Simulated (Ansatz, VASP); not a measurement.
Two plane-wave programs on SnSe2

The input INCAR:

```
SYSTEM = SnSe2
PREC     = Accurate       ! precision mode
ENCUT    = 520            ! plane-wave cutoff, eV
EDIFF    = 1E-6           ! SCF threshold, eV
ISMEAR   = 0              ! smearing method
SIGMA    = 0.02           ! smearing width, eV
LREAL    = .False.        ! projectors in reciprocal space
LASPH    = .True.         ! aspherical terms in the spheres
NELM     = 80             ! most SCF steps
ALGO     = Fast           ! electronic algorithm
ISIF     = 2              ! what is computed and relaxed
LWAVE    = .False.        ! write WAVECAR
LCHARG   = .False.        ! write CHGCAR
GGA      = PE             ! functional
LOPTICS  = .True.         ! frequency-dependent dielectric function
NBANDS   = 45             ! bands
NEDOS    = 1000           ! points of the DOS
CSHIFT   = 0.05
```

KPOINTS

```
Automatic mesh
0
Gamma
  8 8 5
  0 0 0
```

Contents of POSCAR:

```
SnSe2
1.0
    3.8110000000      0.0000000000      0.0000000000
   -1.9055000000      3.3004228138      0.0000000000
    0.0000000000      0.0000000000      6.1360000000
Sn Se
1 2
Direct
    0.0000000000      0.0000000000      0.0000000000
    0.6666666667      0.3333333333      0.7510000000
    0.3333333333      0.6666666667      0.2490000000
```

File input.yaml:

```yaml
crystal:
  lattice:
    - [3.811, 0.0, 0.0]
    - [-1.9055, 3.3004228138, 0.0]
    - [0.0, 0.0, 6.136]
  atoms:
    - { symbol: Sn, position: [0.0, 0.0, 0.0] }
    - { symbol: Se, position: [0.6666666667, 0.3333333333, 0.751] }
    - { symbol: Se, position: [0.3333333333, 0.6666666667, 0.249] }
hamiltonian:
  xc: pbe
  pseudopotentials: { kind: paw }
kpoints:
  mp_grid: { grid: [8, 8, 5] }
scf:
  occupations: { method: gaussian, width: 0.02 }
output:
  forces: true
  stress: true
  eigenvalues: true
```

Alike in both runs: functional PBE; k mesh 8 × 8 × 5; occupations gaussian, width 0.02 eV; no spin polarisation.

|  | VASP | Ansatz |
| --- | --- | --- |
| version | VASP 6.6.1 | Ansatz 0.2.0 |
| potentials or method | VASP PAW PBE potentials, release 64 (Sn_d, Se) | Ansatz PAW |
| plane-wave cutoff (eV) | 520 | 420 |
| valence electrons in the cell | 26 | 46 |
| task | optical spectrum | single point |

```csv
,VASP,Ansatz,Ansatz less VASP
gap on the k mesh at the Fermi level (eV),0.81,0.81,+0.005
least direct gap on the mesh (eV),1.09,1.10,+0.011
pressure (GPa),5.6,5.5,-0.08
largest component of the traceless stress (GPa),1.00,1.00,-0.003
rms of the force components (eV/Å),0.379,0.371,-0.0077
```

Atom by atom the forces differ by 0.008 eV/Å (rms over components). The two sets of potentials don't hold the same shells in valence.

Caveats: spin-orbit coupling is left out, which moves the levels of the heavy elements; this functional lacks dispersion, which binds the layers, so the pressure and a relaxed spacing across them are unreliable; spectra need much finer meshes, so this one isn't converged (VASP); independent-particle spectra lack excitons (VASP); an odd mesh through Γ misses points on the zone boundary, where band edges often lie (VASP); odd divisions of the mesh miss points on the zone boundary, where band edges often lie, so the gap on the mesh can be too wide (Ansatz).
